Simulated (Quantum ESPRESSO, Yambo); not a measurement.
# A GW run on WS2 (2H monolayer) in Yambo, with inputs changed

Aim: change inputs of a GW run on WS2 (2H monolayer) and see what moves.

Main program and level: Yambo 5.3.0; PBE and many-body steps on it, plane waves.

## Step 1: The structure

The cell holds 3 atoms: 1 W and 2 S. Cell: a = 3.187 Å, b = 3.187 Å, c = 16.000 Å, α = 90.0°, β = 90.0°, γ = 120.0°. Vacuum lies along c.

Coordinates:

```xyz
3
Lattice="3.1869 0.0000 0.0000 -1.5935 2.7600 0.0000 0.0000 0.0000 16.0000" Properties=species:S:1:pos:R:3
W     0.0000    1.8400    8.0000
S     1.5935    0.9200    9.5714
S     1.5935    0.9200    6.4286
```

The structure was relaxed with PBE. The runs that relaxed it are not among those shown. Spin-orbit coupling is left out unless a step names it.

## Step 2: Base

This step: Yambo 5.3.0; G0W0 on PBE, plane waves, norm-conserving pseudopotentials.

G0W0 replaces the xc potential by the self-energy, built once from these orbitals. Only a window of levels is corrected, while the sums run over the empty bands that the input names.

File gw2.in:

```
HF_and_locXC
gw0
dyson
ppa
em1d
rim_cut
rim_w
RandQpts= 3000000
RandGvec= 100 RL
CUTGeo= "slab z"
RandGvecW= 9 RL
EXXRLvcs= 62 Ry
VXCRLvcs= 248 Ry
Chimod= "HARTREE"
% BndsRnXp
 1 | 184 |
%
NGsBlkXp= 13 Ry
% LongDrXp
 1 | 1 | 0 |
%
% GbndRnge
 1 | 184 |
%
DysSolver= "n"
ExtendOut
PPAPntXp= 27.21138 eV
% QPkrange
 12 | 12 | 12 | 15 |
 1 | 1 | 12 | 15 |
%
```

Launch:

```console
$ OMP_NUM_THREADS=1 mpirun -n 8 yambo -F gw2.in -J gw2 -C gw2 > gw2.log
```

Log:

```text
 Yambo, version 5.3.0

 [02] CORE Variables Setup
 =========================

  [... cell, symmetries and grids as in the set-up ...]

  [02.05] Energies & Occupations
  ==============================

  [X] === General ===
  [X] Electronic Temperature                        :  0.000000  0.000000 [eV K]
  [X] Bosonic    Temperature                        :  0.000000  0.000000 [eV K]
  [X] Finite Temperature mode                       : no
  [X] El. density                                   :  0.18475E+24 [cm-3]
  [X] Fermi Level                                   :  0.647894 [eV]

  [X] === Gaps and Widths ===
  [X] Conduction Band Min                           :  1.811259 [eV]
  [X] Valence Band Max                              :  0.000000 [eV]
  [X] Filled Bands                                  :  13
  [X] Empty Bands                                   :    14   381
  [X] Direct Gap                                    :  1.811259 [eV]
  [X] Direct Gap localized at k                     :  12
  [X] Indirect Gap                                  :  1.811259 [eV]
  [X] Indirect Gap between kpts                     :  12  12
  [X] Last valence band width                       :  1.187907 [eV]
  [X] 1st conduction band width                     :  1.058884 [eV]

 [03] Transferred momenta grid and indexing
 ==========================================

 IBZ Q-points                                      :  12
 BZ  Q-points                                      :   81

 K/Q-points units:
 rlu = crystal or reduced units; cc = cartesian coordinates; iku = interal k-units

 Q [ 1]         [rlu]:  0.000000  0.000000  0.000000
 Q [ 2]         [rlu]:  0.44192E-17  0.11111       0.0000
 Q [ 3]         [rlu]:  0.88385E-17  0.22222       0.0000
 Q [ 4]         [rlu]:  0.13258E-16  0.33333       0.0000
 Q [ 5]         [rlu]:  0.17677E-16  0.44444       0.0000
 Q [ 6]         [rlu]:  0.111111  0.111111  0.000000
 Q [ 7]         [rlu]:  0.111111  0.222222  0.000000
 Q [ 8]         [rlu]:  0.111111  0.333333  0.000000
 Q [ 9]         [rlu]:  0.111111  0.444444  0.000000
 Q [10]         [rlu]:  0.222222  0.222222  0.000000
 Q [11]         [rlu]:  0.222222  0.333333  0.000000
 Q [12]         [rlu]:  0.333333  0.333333  0.000000

 [04] Coloumb potential Random Integration (RIM)
 ===============================================

 Performing RIM of v_slab

  [04.01] RIM initialization
  ==========================

  * Diagonal components only detected *

  8 x (sBL volume)        :  0.025796 [a.u.]
  sBZ random points       :  3000000
  Points outside the sBZ  :  24001124
  RL volume               :  0.261184 [a.u.]
  Integrated volume       :  0.261172 [a.u.]

  [04.02] RIM integrals
  =====================

  Gamma point sphere radius             :  0.031430 [a.u.]
  Points outside the sphere             :  2398760
  [Int_sBZ(q=0) 1/q^2]*(Vol_sBZ)^(-1/3) =:  7.374957
                                 should be <:  7.795600

  Summary of Coulomb integrals for non-metallic bands |Q|[au] RIM/Bare

  Q [1] 0.100000E-4 0.946041 * Q [2] 0.133855 0.949088
  Q [6] 0.231844 1.008292 * Q [3] 0.267710 1.013004
  Q [7] 0.354147 1.014125 * Q [4] 0.401565 1.012619
  Q [10] 0.463688 1.010442 * Q [8] 0.482622 1.009791
  Q [5] 0.535421 1.008210 * Q [11] 0.583461 1.007028
  Q [9] 0.613401 1.006381 * Q [12] 0.695532 1.005001
  Non-periodic chartesian directions : none
  Optical renormalization            :  30.23562 [au]
  Polarizability dimension           : length

 [05] Coloumb potential CutOffslab
 =================================

 Cut directionsZ
 Slab Cutoff:Z
 Symmetry test passed : yes

 [WARNING] [Xp] User bands 1-184 break level degeneracy

 [06] Dipoles
 ============

  [06.01] Setup: observables and procedures
  =========================================

  [WARNING] [x,Vnl] slows the Dipoles computation. To neglect it rename the ns.kb_pp file

 [07] Dynamic Dielectric Matrix (PPA)
 ====================================

 [SLK-Inversion]  Pools        :  2
 [SLK-Inversion]  BLACS grid   :  2  2

[...]
<13|nlXC|13> = -15.29438 -0.26244E-17 <13|lXC|13> = -14.44352 -0.34500E-27
 <14|nlXC|14> = -10.50545  0.99770E-18 <14|lXC|14> = -15.14422  0.37763E-15
 <15|nlXC|15> = -10.50545 -0.78734E-18 <15|lXC|15> = -15.14422 -0.38195E-31

  Corrections @ K [12] :  [eV]
 <12|nlXC|12> = -17.31749  0.12231E-16 <12|lXC|12> = -14.09718  0.94408E-16
 <13|nlXC|13> = -15.61092  0.24682E-18 <13|lXC|13> = -15.21874  0.23602E-16
 <14|nlXC|14> = -12.09052  0.51953E-18 <14|lXC|14> = -16.30594 -0.18882E-15
 <15|nlXC|15> = -9.213285 -0.38233E-18 <15|lXC|15> = -14.23274 -0.17702E-16

  [08.01] Hartree-Fock occupations report
  =======================================

  [Hartree-Fock] === General ===
  [Hartree-Fock] Electronic Temperature             :  0.000000  0.000000 [eV K]
  [Hartree-Fock] Bosonic    Temperature             :  0.000000  0.000000 [eV K]
  [Hartree-Fock] Finite Temperature mode            : no
  [Hartree-Fock] El. density                        :  0.18475E+24 [cm-3]
  [Hartree-Fock] Fermi Level                        :  0.647894 [eV]

  [Hartree-Fock] === Gaps and Widths ===
  [Hartree-Fock] Conduction Band Min                :  2.095872 [eV]
  [Hartree-Fock] Valence Band Max                   : -0.156995 [eV]
  [Hartree-Fock] Filled Bands                       :  13
  [Hartree-Fock] Empty Bands                        :    14   381
  [Hartree-Fock] Direct Gap                         :  2.707805 [eV]
  [Hartree-Fock] Direct Gap localized at k          :  11
  [Hartree-Fock] Indirect Gap                       :  2.252867 [eV]
  [Hartree-Fock] Indirect Gap between kpts          :   2   7
  [Hartree-Fock] Last valence band width            :  1.030912 [eV]
  [Hartree-Fock] 1st conduction band width          :  5.413036 [eV]

 [09] Dyson equation: Newton solver
 ==================================

  [09.01] RIM-W interpolation
  ===========================

  [WARNING] RIM-W works only for 2D semiconductors with slab cutoff
  Found compatible q grid: 2D
  q_min[ 1 ]:  0.11111      0.40891E-11   0.0000     [rlu]
   0.111111  0.055556  0.000000 [iku]
  q_min[ 2 ]:  0.44192E-17  0.11111       0.0000     [rlu]
   0.44192E-17  0.11111       0.0000     [iku]
  G-vectors :   9
  G-vectors loaded:   63
  Number of interpolated frequencies:  2

  Evaluating coefficients q = 0
  Evaluating coefficients q = 0

  [09.02] RIM-W integrals
  =======================

  8 x (sBL volume)        :  0.025796 [a.u.]
  sBZ random points       :  3000000
  Points outside the sBZ  :  24001124
  RL volume               :  0.261184 [a.u.]
  Integrated volume       :  0.261172 [a.u.]

  [09.03] RIM integrals
  =====================

  Comparison between head Wc = W - v averages: < Wc > [au] RIM-W/RIM

   < -Wc [Q = 1] > 0.278022E-1 0.391997E-4 * < -Wc [Q = 2] > 0.005186 0.005067
   < -Wc [Q = 3] > 0.001077 0.001061 * < -Wc [Q = 4] > 0.390064E-3 0.386691E-3
   < -Wc [Q = 5] > 0.183861E-3 0.182842E-3 * < -Wc [Q = 6] > 0.001524 0.001497
   < -Wc [Q = 7] > 0.537656E-3 0.532316E-3 * < -Wc [Q = 8] > 0.242349E-3 0.240909E-3
   < -Wc [Q = 9] > 0.127734E-3 0.127207E-3 * < -Wc [Q = 10] > 0.269560E-3 0.267934E-3
   < -Wc [Q = 11] > 0.146800E-3 0.146215E-3 * < -Wc [Q = 12] > 0.908565E-4 0.905911E-4

  Comparison between head Wc = W - v averages: < Wc > [au] RIM-W/RIM

   < -Wc [G = 1,G`=0] > 0.278022E-1 0.391997E-4 * < -Wc [G = 2,G`=0] >-0.001383 0.000000
   < -Wc [G = 3,G`=0] >-0.001383 0.000000 * < -Wc [G = 4,G`=0] >-0.652781E-6  0.00000
   < -Wc [G = 5,G`=0] >-0.652781E-6  0.00000 * < -Wc [G = 6,G`=0] > 0.100187E-3  0.00000
   < -Wc [G = 7,G`=0] > 0.100187E-3  0.00000 * < -Wc [G = 8,G`=0] >-0.143005E-4  0.00000
   < -Wc [G = 9,G`=0] >-0.143005E-4  0.00000

 [10] G0W0 (W PPA)
 =================

 [  GW  ] Bands range     :    1  184
 [GW/PPA] G damping       :  0.100000 [eV]

 QP @ state[ 1 ] K range:  1  1
 QP @ state[ 1 ] b range:  12  15
 QP @ state[ 2 ] K range:  12  12
 QP @ state[ 2 ] b range:  12  15

  Sc/G bands                                       :    1  184
  Sc/G damping                                     :  0.100000 ev
  Sc bands terminator                              : no
  Sx RL components                                 :   7845

  QP @ state[ 1 ] K range                          :  1  1
  QP @ state[ 1 ] b range                          :  12  15
  QP @ state[ 2 ] K range                          :  12  12
  QP @ state[ 2 ] b range                          :  12  15
  GF energies kind                                 : Perdew, Burke & Ernzerhof(X)+Perdew, Burke & Ernzerhof(C)
  GF WF`s kind                                     : Perdew, Burke & Ernzerhof(X)+Perdew, Burke & Ernzerhof(C)
  Xs energies kind                                 : Perdew, Burke & Ernzerhof(X)+Perdew, Burke & Ernzerhof(C)
  Xs WF`s kind                                     : Perdew, Burke & Ernzerhof(X)+Perdew, Burke & Ernzerhof(C)

 [14] Game Over & Game summary
```

The job ended after 21 min (8 MPI ranks of Arm Neoverse V2, shared host; peak memory 6 GiB; 2.8 h of CPU time).

Numbers from this step:

* G0W0 gap on the points computed: 2.841 eV
* starting gap on the mesh: 1.811 eV
* k of the valence top: 0.3333, 0.3333, 0
* k of the conduction bottom: 0.3333, 0.3333, 0
* least direct G0W0 gap on the computed points: 2.841 eV
* Z at the valence top: 0.7646
* Z at the conduction bottom: 0.7639

The gap on the mesh goes from 1.81 eV to 2.84 eV, a correction of +1.03 eV.

## Step 3: Scissors in G

gw6.in, as its differences from gw2.in of step 2:

```diff
@@ -31 +31,4 @@
 %
+% GfnQP_E
+ 1.0 | 1.0 | 1.0 |
+%
```

Launch:

```console
$ OMP_NUM_THREADS=1 mpirun -n 8 yambo -F gw6.in -J gw6,gw2_W -C gw6 > gw6.log
```

Log:

```text
 Yambo, version 5.3.0

 [02] CORE Variables Setup
 =========================

  [... cell, symmetries and grids as in the set-up ...]

  [02.05] Energies & Occupations
  ==============================

  [X] === General ===
  [X] Electronic Temperature                        :  0.000000  0.000000 [eV K]
  [X] Bosonic    Temperature                        :  0.000000  0.000000 [eV K]
  [X] Finite Temperature mode                       : no
  [X] El. density                                   :  0.18475E+24 [cm-3]
  [X] Fermi Level                                   :  0.647894 [eV]

  [X] === Gaps and Widths ===
  [X] Conduction Band Min                           :  1.811259 [eV]
  [X] Valence Band Max                              :  0.000000 [eV]
  [X] Filled Bands                                  :  13
  [X] Empty Bands                                   :    14   381
  [X] Direct Gap                                    :  1.811259 [eV]
  [X] Direct Gap localized at k                     :  12
  [X] Indirect Gap                                  :  1.811259 [eV]
  [X] Indirect Gap between kpts                     :  12  12
  [X] Last valence band width                       :  1.187907 [eV]
  [X] 1st conduction band width                     :  1.058884 [eV]

 [03] Transferred momenta grid and indexing
 ==========================================

 IBZ Q-points                                      :  12
 BZ  Q-points                                      :   81

 K/Q-points units:
 rlu = crystal or reduced units; cc = cartesian coordinates; iku = interal k-units

 Q [ 1]         [rlu]:  0.000000  0.000000  0.000000
 Q [ 2]         [rlu]:  0.44192E-17  0.11111       0.0000
 Q [ 3]         [rlu]:  0.88385E-17  0.22222       0.0000
[...]
[G+QP] Indirect Gap                               :  2.811259 [eV]
  [G+QP] Indirect Gap between kpts                  :  12  12
  [G+QP] Last valence band width                    :  1.187907 [eV]
  [G+QP] 1st conduction band width                  :  1.058884 [eV]

  [coarse-grid] Minimum Bare Gap        [ev]:  1.811259
  [coarse-grid] Minimum Gap Correction  [ev]:  1.000000

  Eqp @ K [ 1]
  -74.05814 -38.28787 -38.13647 -38.13647 -14.73115 -13.10969  -6.31897  -2.83783
  -2.837826 -2.103836 -1.615531 -1.615531 -0.041087  3.870142  3.870142  4.016519
    4.01652   5.92750   6.54010   6.55353   7.91633   9.59079   9.73194  11.31661
[...]
Eqp @ K [ 2]
[...]
Eqp @ K [ 3]
[...]
Eqp @ K [ 8]
[...]
Eqp @ K [ 9]
[...]
6.48914   7.60334   8.03753  10.27277  11.26700  12.11792  12.31165  12.37439
   12.51584  12.52988  13.27752  13.42227  13.51727  13.70377  14.05066  14.85348

 [07] Dipoles
 ============

  [07.01] Setup: observables and procedures
  =========================================

 [08] Dynamic Dielectric Matrix (PPA)
 ====================================

  Sc/G bands                                       :    1  184
  Sc/G damping                                     :  0.100000 ev
  Sc bands terminator                              : no
  Sx RL components                                 :   7845

  QP @ state[ 1 ] K range                          :  1  1
  QP @ state[ 1 ] b range                          :  12  15
  QP @ state[ 2 ] K range                          :  12  12
  QP @ state[ 2 ] b range                          :  12  15
  GF energies kind                                 : Perdew, Burke & Ernzerhof(X)+Perdew, Burke & Ernzerhof(C)+ user defined corrections @E
  GF WF`s kind                                     : Perdew, Burke & Ernzerhof(X)+Perdew, Burke & Ernzerhof(C)
  Xs energies kind                                 : Perdew, Burke & Ernzerhof(X)+Perdew, Burke & Ernzerhof(C)
  Xs WF`s kind                                     : Perdew, Burke & Ernzerhof(X)+Perdew, Burke & Ernzerhof(C)

 [15] Game Over & Game summary
```

The job ended after 4.4 min (8 MPI ranks; peak memory 5.8 GiB).

Numbers from this step:

```yaml
g0w0_gap_on_the_points_computed: 2.953 eV
starting_gap_on_the_mesh: 1.811 eV
k_of_the_valence_top: 0.3333, 0.3333, 0
k_of_the_conduction_bottom: 0.3333, 0.3333, 0
least_direct_g0w0_gap_on_the_computed_points: 2.953 eV
z_at_the_valence_top: 0.7686
z_at_the_conduction_bottom: 0.7810
```

The program's own table gives 3.172 eV, which is too large where the input levels are shifted: this version takes Σc at the unshifted level E₀, yet steps from the shifted one. The value above is the Newton step from E₀, E₀ + Z(Σc + Σx − Vxc), rebuilt from the printed columns.

## Step 4: Side by side

Times are wall times on 8 MPI ranks of Arm Neoverse V2, shared host, good to a factor of about two.

```csv
run,mesh,bands,screening cutoff (eV),DFT gap (eV),gap on the mesh (eV),direct (eV),time
base,9×9×1,184,176.9,1.811,2.841,2.841,21 min
scissors in G,9×9×1,184,176.9,1.811,2.953,2.953,4.4 min
```

## Step 5: Outcome

* base: 2.841 eV
* scissors in G: 2.953 eV
* known limits: not at the basis limit; no spin-orbit coupling

Scissors in G: +0.112 eV against base (keys changed: GfnQP_E). Bands and cutoff are finite, so the gap is not at the basis limit. The miss can reach some tenths of an eV and take either sign; the mesh is an error of its own. In the G0W0 runs levels were corrected at 2 k points alone, so a gap called «on the mesh» is the least over those, and an edge elsewhere would be missed. The many-body steps are scalar-relativistic: spin-orbit coupling is not in them.

[Paths, hosts, dates, memory and timing lines, banners, echoed tables and standing remarks are left out of the program output.]

[Logs are printed without paths, hosts, clocks, repeated set-up lines and the standing remarks that a program may print on its own settings, such as how far it seeks lower states.]

[Runs of the session that timed out or met a known fault of the program may be left out.]

[Hosts, paths, dates, database ids (printed as entryN), source tags and the programs' standing remarks are cut or masked in the printed files.]
